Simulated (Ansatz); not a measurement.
# SrTiO3: moving Sr off its site

SrTiO3, Pm-3m, a = 3.891 Å. The structure is a COD entry; whether it is the stable form wasn't checked. Ansatz: PBEsol, PAW, 420 eV, Γ-centred 8×8×8 mesh on 5 atoms, Gaussian smearing 0.05 eV; no spin polarisation.

```
Sr Ti O
1.0
     3.89112    0.00000    0.00000
     0.00000    3.89112    0.00000
     0.00000    0.00000    3.89112
Sr Ti O
1 1 3
Cartesian
  0.0000 0.0000 0.0000
  1.9456 1.9456 1.9456
  0.0000 1.9456 1.9456
  1.9456 0.0000 1.9456
  1.9456 1.9456 0.0000
```

Atom 1 (Sr) moves by x along the unit vector (0.000, -0.707, -0.707), with its periodic images; all else is held. y is the free energy of the cell over the start, F the force along the path summed over the moved atoms. Symmetry makes y even in x.

| x (Å) | y (meV) | F (eV/Å) |
| --- | --- | --- |
| -0.450 | 471.5 | 2.62 |
| -0.150 | 41.1 | 0.57 |
| 0.000 | 0.0 | 0.00 |
| 0.075 | 10.0 | -0.27 |
| 0.225 | 96.2 | -0.92 |
| 0.300 | ? | ? |
| 0.375 | 302.5 | -1.91 |

Fit y = c2 x² + c4 x⁴ to the energies of the other rows, give the force constant, and predict energy and force of the missing row.

Least squares on the rows shown. y = 1754.2 x² + 2833.3 x⁴. The force constant is 2 c2 = 3.51 eV/Å² (for all images moving together, not for a lone atom). The force −dy/dx at the missing row is -1.36 eV/Å (computed -1.36). At x = 0.300 the fit asked for gives 180.8 meV. The run gave 180.9 meV, so the fit is 0.1 meV too low, within the rms miss on the fitted rows (0.1 meV).

Symmetry holds off the tilts and polar distortions that many cubic perovskites undergo.

Cost: 7 runs of about 1.7 core-minutes in all, on Arm Neoverse V1 (shared hosts).

The energy rises on both sides of the ideal site, so Sr sits in a single well along this path, with no sign of an off-centre minimum. The positive quartic term stiffens the well and contributes noticeably at the largest displacements. Since the Sr ions move together, their mutual distances stay fixed, and the restoring force comes entirely from their shift against the Ti–O framework. The path points straight at an oxygen neighbour, so the hardening probably reflects the steep overlap repulsion between the closed shells of Sr²⁺ and O²⁻. Sr bonds mostly ionically and gains little covalency by moving off centre, unlike Ti, whose empty d states can mix with O 2p and favour polar displacements. Cubic symmetry makes the harmonic stiffness the same in every direction, but the quartic coefficient belongs to this one. The force constant is not a phonon frequency either, because the true polar modes couple Sr motion to that of Ti and O.
